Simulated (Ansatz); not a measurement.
## SnO2: do energies and stresses tell the same story?

Theory: DFT LDA, scalar-relativistic, plane waves, PAW in Ansatz.

Cutoff 420 eV; k points 6×6×6 on the computed 12-atom cell (Γ-centred); Gaussian smearing, width 0.02 eV; no spin polarisation.

Relaxed cell: Pbcn, a = 4.703 Å, b = 5.695 Å, c = 5.204 Å, α = 90.00°, β = 90.00°, γ = 90.00°, 12 atoms in the primitive cell. This form isn't the usual stable structure of the compound.

Energies at zero smearing and pressures from the stress tensor, at volumes with shape and atoms relaxed:
| V (Å³/atom) | E − E(first) (meV/atom) | P (GPa) |
| --- | --- | --- |
| 10.223 | 0.00 | 30.17 |
| 10.572 | -56.58 | 21.81 |
| 10.920 | -95.01 | 13.66 |
| 11.269 | -116.59 | 6.35 |
| 11.617 | -123.29 | -0.02 |
| 11.966 | -117.19 | -5.46 |
| 12.314 | -100.10 | -10.11 |
| 12.779 | -63.13 | -15.17 |

Check P = −dE/dV between neighbouring volumes, and get the bulk modulus from the pressures alone.

With 1 eV/Å³ = 160.2 GPa:
```tsv
middle V (Å³/atom)	−ΔE/ΔV (GPa)	mean P (GPa)
10.398	26.008	25.989
10.746	17.667	17.733
11.095	9.923	10.005
11.443	3.078	3.168
11.792	-2.800	-2.740
12.140	-7.858	-7.785
12.547	-12.746	-12.638
```

The two differ by 0.11 GPa at most. The mean of two end pressures misses the average over a step by about ΔV² P″/12, up to 0.11 GPa here; with that taken off 0.06 GPa remains, from the finite cutoff, the mesh or the relaxation's tolerance. Around V = 11.617 Å³/atom, the two neighbours give B = −V ΔP/ΔV = 11.617 × 11.82 / 0.697 = 196.9 GPa, against B0 = 193.6 GPa from the Birch–Murnaghan fit of the energies.